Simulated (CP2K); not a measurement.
Runs of CP2K 2026.2 on Sb. Symmetry: P2_1/m, No. 11, monoclinic system. The conventional cell has a = 3.122 Å, b = 4.348 Å, c = 4.406 Å, α = 90.00°, β = 90.51°, γ = 90.00°. Around Sb (site symmetry m) lie 6 Sb at 3.04 to 3.15 Å. This isn't the form of Sb at room conditions, which is rhombohedral.

```csv
potentials or basis,basis sets,potentials,ADDED_MOS,gap on the mesh (eV),pressure (GPa),largest force (eV/Å)
POTENTIAL_UZH Sb GTH-PBE-q5; ccGRB-D basis,Sb ccGRB-D-q5,Sb GTH-PBE-q5 of POTENTIAL_UZH,[10],none,2.6,(c)
GTH_POTENTIALS Sb GTH-PBE-q5; DZVP-MOLOPT-SR-GTH basis,Sb DZVP-MOLOPT-SR-GTH-q5,Sb GTH-PBE-q5 of GTH_POTENTIALS,[10],none,1.3,0.06
GTH_POTENTIALS Sb GTH-PBE-q5; TZVP-MOLOPT-SR-GTH basis,Sb TZVP-MOLOPT-SR-GTH-q5,Sb GTH-PBE-q5 of GTH_POTENTIALS,[10],none,1.3,0.07
POTENTIAL_UZH Sb GTH-PBE-q5; TZVP-MOLOPT-PBE-GTH basis,Sb TZVP-MOLOPT-PBE-GTH-q5,Sb GTH-PBE-q5 of POTENTIAL_UZH,[10],none,1.4,0.07
GTH_POTENTIALS Sb GTH-PBE-q5; SZV-MOLOPT-SR-GTH basis,Sb SZV-MOLOPT-SR-GTH-q5,Sb GTH-PBE-q5 of GTH_POTENTIALS,[3],none,(a),0.08
POTENTIAL_UZH Sb GTH-PBE-q5; DZVP-MOLOPT-PBE-GTH basis,Sb DZVP-MOLOPT-PBE-GTH-q5,Sb GTH-PBE-q5 of POTENTIAL_UZH,[10],none,1.6,0.07
POTENTIAL_UZH Sb GTH-PBE-q5; TZV2P-MOLOPT-PBE-GTH basis,Sb TZV2P-MOLOPT-PBE-GTH-q5,Sb GTH-PBE-q5 of POTENTIAL_UZH,[10],none,(b),0.07
```

Alike in all rows: task single point; level PBE; no spin polarisation; cell as given; k mesh 9 × 6 × 6; smearing fermi-dirac 0.05 eV.

Problem. Fill in the values left out.

Solution. (a) 3.7; (b) 1.0; (c) 0.10.

Caveats: the basis of atomic orbitals isn't converged, which shifts pressures, moduli and gaps; a minimal basis gives rough bond lengths, pressures and levels (some runs).

A k mesh can miss the band edges, and the runs leave out spin-orbit coupling on Sb.

A gap of «none» marks a metal or a gap under the smearing width.
